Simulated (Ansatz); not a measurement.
input.yaml

```yaml
crystal:
  lattice:
    - [3.8680418282, 0.0, 0.0]
    - [-1.563126745, 3.9617361947, 0.0]
    - [0.0, 0.0, 24.376730759]
  atoms:
    - { symbol: C, position: [0.5000811939, 0.333360398, 0.3486931896] }
    - { symbol: C, position: [0.4999188061, 0.666639602, 0.3486931896] }
    - { symbol: C, position: [0.5000811939, 0.833360398, 0.3991287931] }
    - { symbol: C, position: [0.4999188061, 0.166639602, 0.3991287931] }
    - { symbol: C, position: [0.5000811939, 0.333360398, 0.4495643965] }
    - { symbol: C, position: [0.4999188061, 0.666639602, 0.4495643965] }
    - { symbol: C, position: [0.5000811939, 0.833360398, 0.5] }
    - { symbol: C, position: [0.4999188061, 0.166639602, 0.5] }
    - { symbol: C, position: [0.5000811939, 0.333360398, 0.5504356035] }
    - { symbol: C, position: [0.4999188061, 0.666639602, 0.5504356035] }
    - { symbol: C, position: [0.5000811939, 0.833360398, 0.6008712069] }
    - { symbol: C, position: [0.4999188061, 0.166639602, 0.6008712069] }
    - { symbol: C, position: [0.5000811939, 0.333360398, 0.6513068104] }
    - { symbol: C, position: [0.4999188061, 0.666639602, 0.6513068104] }
basis:
  ecutwfc: 420
kpoints:
  mp_grid: { grid: [8, 7, 1] }
hamiltonian:
  xc: pbesol
scf:
  occupations: { method: gaussian, width: 0.05 }
output:
  forces: true
  eigenvalues: true
  write_density: true
  write_potential: true
  elf: true
  volumetric_format: npy
relax:
  adjacent_minimum: "off"
  f_tol: 0.03
  max_steps: 70
  constraints: [{ sites: [0, 1, 2, 3, 4, 5] }]
efield:
  axis: 3
  dipole_correction: true
  ramp_width: 0.04
```

Launched with
```bash
ansatz run input.yaml --threads 2 --pin off --max-ram 5120MiB --backend cpu --events-out ev --progress --plain --runs-dir out
```

The calculation used DFT PBEsol, scalar-relativistic, plane waves, PAW in Ansatz.

Part of what the program printed, abridged (final results; tables in files aren't shown):

```
WARN: The output density's exchange-correlation potential varies sharply where the density is thin. Do not read a vacuum level from v_tot or v_xc, or from such a field of the output density. On a cell that repeats whose density bears no net charge and no dipole along the vacuum's axis use v_es (v_loc + v_h of the components); under efield.dipole_correction with no amplitude use v_es + v_field, which holds any external_charges[].barrier, or the levels of the report's work_function block, which leave it out; under a non-zero efield.amplitude the vacuum is tilted and has no level; on a cell that repeats and bears such a dipole with no correction it is tilted too, and efield.dipole_correction wi ...
SCF converged after 4 iterations
Free energy (F): -3443.603014 eV
Harris-Foulkes:  -3443.603014 eV  (|F-HF|=2.42e-8)
Internal energy: -3443.598832 eV  (E = F + TS)
E sigma→0 (E₀):  -3443.600923 eV
Entropy (-TS):   -0.004182 eV (-0.299 meV/atom)
Fermi energy:    -1.915528 eV
Dipole field:    D = 0.029771 V/Å  (p = 0.061459 e·Å, saw-weighted, corrected)
Work function:   Φ+ = 5.6188 eV   Φ− = 6.3445 eV
Levels:          The Fermi level and band energies are counted from a zero that moves with the ramp; work functions are not
--- Per-component energies (eV) ---
  E_band       = -562.429719
  E_kinetic    = 1253.606354
  E_local      = -34059.021375  (includes V_loc(G=0)·N_el)
  E_nonlocal   = 384.517805
  E_hartree    = 16385.177424
  E_xc         = -657.299443
  E_vxc        = -816.074796  (∫ρ·V_xc dr)
  E_paw        = -1335.575971  (= ΣΔE_a)
  E_vpaw       = -95.811641  (= ΣTr[D̂ρ^β])
  E_aug_tail   = 0.000114  (compensation charges beyond the density's cutoff)
  E_efield     = 0.000915  (sawtooth field / dipole correction)
  E_vefield    = 0.025657  (∫n·V_field dr)
  E_ewald      = 14584.699938
  E_core_change = 0.295407  (= ΣΔE_core)
  E_smearing   = -0.004182  (= −TS)
--- Forces (eV/Å), atoms counted from 1 ---
  atom   1  C     -2.70535108     6.84780859     1.29346272
  atom   2  C      2.70535108    -6.84780859     1.29346272
  atom   3  C     -0.15438108     0.39356407    -1.16125169
  atom   4  C      0.15438108    -0.39356407    -1.16125169
  atom   5  C     -0.21910560     0.54485999    -0.13393575
  atom   6  C      0.21910560    -0.54485999    -0.13393575
  atom   7  C      0.00053959    -0.00156391     0.00155368
  atom   8  C     -0.00053959     0.00156391     0.00155368
  atom   9  C     -0.00162516     0.00284456     0.00028816
  atom  10  C      0.00162516    -0.00284456     0.00028816
  atom  11  C      0.00094701    -0.00227118    -0.00085641
  atom  12  C     -0.00094701     0.00227118    -0.00085641
  atom  13  C      0.00187089    -0.00244933     0.00071166
  atom  14  C     -0.00187089     0.00244933     0.00071166
--- Band table (eV; the first three rows and the last of 29) ---
  k-point 0: bands = ["-20.7564", "-19.7672", "-18.1770", "-16.1208", "-15.3562", "-14.6943", "-14.4795", "-14.2085", "-13.6663", "-12.9961", "-11.1942", "-10.9136", "-10.8498", "-9.1810", "-8.9406", "-8.4319", "-8.0508", "-7.2122", "-7.0244", "-5.8809", "-5.6575", "-5.4463", "-3.8557", "-3.5655", "-3.4621", "-3.2792", "-2.3769", "-1.6716", "-0.5551", "-0.5362", "-0.5087", "0.0436", "0.2787", "1.9102", "2.6467", "3.3688", "3.8230", "4.1291", "4.4182", "4.6921", "5.4755", "5.5424"]
  k-point 1: bands = ["-20.6327", "-19.6467", "-18.0649", "-16.4913", "-16.0331", "-15.5580", "-14.5243", "-13.3535", "-13.1175", "-12.6801", "-11.7456", "-10.5604", "-10.2203", "-9.5002", "-8.7862", "-8.0966", "-7.9450", "-7.3410", "-6.9222", "-5.9937", "-5.7789", "-5.3617", "-4.1986", "-3.9336", "-3.4704", "-3.2841", "-3.1751", "-2.2063", "-0.7675", "-0.0193", "0.0514", "0.3679", "0.8649", "1.7979", "2.8840", "3.5699", "4.0468", "4.3241", "4.4157", "4.6185", "5.6837", "5.7564"]
  k-point 2: bands = ["-20.2637", "-19.2894", "-17.8471", "-17.6040", "-16.8168", "-15.7722", "-15.3078", "-13.0497", "-12.8293", "-11.6899", "-11.1927", "-10.4365", "-9.5224", "-9.3420", "-8.3060", "-7.8666", "-7.6235", "-7.5572", "-6.6123", "-6.5351", "-6.1988", "-5.3091", "-5.0886", "-4.3137", "-4.0359", "-3.5352", "-3.2187", "-2.9760", "-1.3362", "-0.6190", "0.9258", "1.3365", "2.0661", "2.5156", "3.5836", "3.7638", "4.1604", "4.6812", "4.9286", "5.1961", "6.1500", "6.2594"]
  k-point 28: bands = ["-19.5612", "-18.8028", "-18.5572", "-17.7990", "-17.0438", "-16.2942", "-15.2430", "-13.5114", "-12.6207", "-11.0735", "-10.5844", "-9.7410", "-9.1227", "-8.3583", "-8.1697", "-8.0967", "-7.8643", "-7.6350", "-7.4861", "-6.8546", "-6.7692", "-6.7006", "-5.7436", "-5.3036", "-4.4640", "-3.9709", "-3.7980", "-2.8872", "-1.7994", "-0.9393", "0.6605", "1.2574", "2.5595", "3.3236", "4.6815", "4.8345", "6.2579", "6.4116", "6.5511", "6.6567", "6.9066", "7.1037"]
--- Relaxed structure (6 steps of the walk, 5 accepted, 0 SCFs on fresh bases) ---
  F+E_penalty+E_count = -3443.60301395 eV   max|allowed force component| = 2.845e-3 eV/Å
  atoms:
    - { symbol: C, position: [0.5000811939, 0.33336039, 0.3486931896] }
    - { symbol: C, position: [0.49991880, 0.666639602, 0.3486931896] }
    - { symbol: C, position: [0.5000811939, 0.833360398, 0.3991287931] }
    - { symbol: C, position: [0.4999188061, 0.166639602, 0.3991287931] }
    - { symbol: C, position: [0.5000811939, 0.33336039, 0.44956439] }
    - { symbol: C, position: [0.49991880, 0.666639602, 0.44956439] }
    - { symbol: C, position: [0.50021065, 0.83430430, 0.50001963] }
    - { symbol: C, position: [0.49978934, 0.16569569, 0.50001963] }
    - { symbol: C, position: [0.49993803, 0.33376827, 0.55043929] }
    - { symbol: C, position: [0.50006196, 0.66623172, 0.55043929] }
    - { symbol: C, position: [0.50010819, 0.83673168, 0.60097556] }
    - { symbol: C, position: [0.49989180, 0.16326831, 0.60097556] }
    - { symbol: C, position: [0.50035712, 0.35493992, 0.64707512] }
    - { symbol: C, position: [0.49964287, 0.64506007, 0.64707512] }
```

The relaxation met its thresholds.

Time: 2.5 min on 2 threads of Arm Neoverse V2, on a shared host, peak memory 0.74 GiB.